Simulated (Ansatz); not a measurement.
# Evanescent states of ZnTe (F-43m, zinc blende, 2 atoms a cell, 28.5 Å³ an atom) along the normal of (001)

All values below come from r2SCAN (plane waves, PAW; Ansatz, a quantum-chemistry and plane-wave program).

The gap is the functional's own. No spin-orbit coupling. Mid-gap values are those at the computed energy nearest the middle.

Energies count from the valence-band top; κ is the least over a 8×8 mesh across the current.

| E (eV) | κ (1/Å) | where |
|---|---|---|
| 0.05 | 0.038 | Γ |
| 0.15 | 0.063 | Γ |
| 0.25 | 0.079 | Γ |
| 0.35 | 0.090 | Γ |
| 0.45 | 0.099 | Γ |
| 0.55 | 0.105 | Γ |
| 0.65 | 0.109 | Γ |
| 0.75 | 0.112 | Γ |
| 0.85 | 0.113 | Γ |
| 0.95 | 0.113 | Γ |
| 1.05 | 0.112 | Γ |
| 1.15 | 0.109 | Γ |
| 1.25 | 0.104 | Γ |
| 1.35 | 0.098 | Γ |
| 1.45 | 0.090 | Γ |
| 1.55 | 0.078 | Γ |
| 1.65 | 0.062 | Γ |
| 1.75 | 0.036 | Γ |

Q: How thick must the barrier be to attenuate the transmission by 10^4 when the electrodes' Fermi level lies at 0.55 eV, and what attenuation does that film give at 0.85 eV?

A: d = 4 ln 10 / (2 × 0.105) = 43.9 Å. At 0.85 eV it gives 4 × 0.113/0.105 = 4.3 decades.
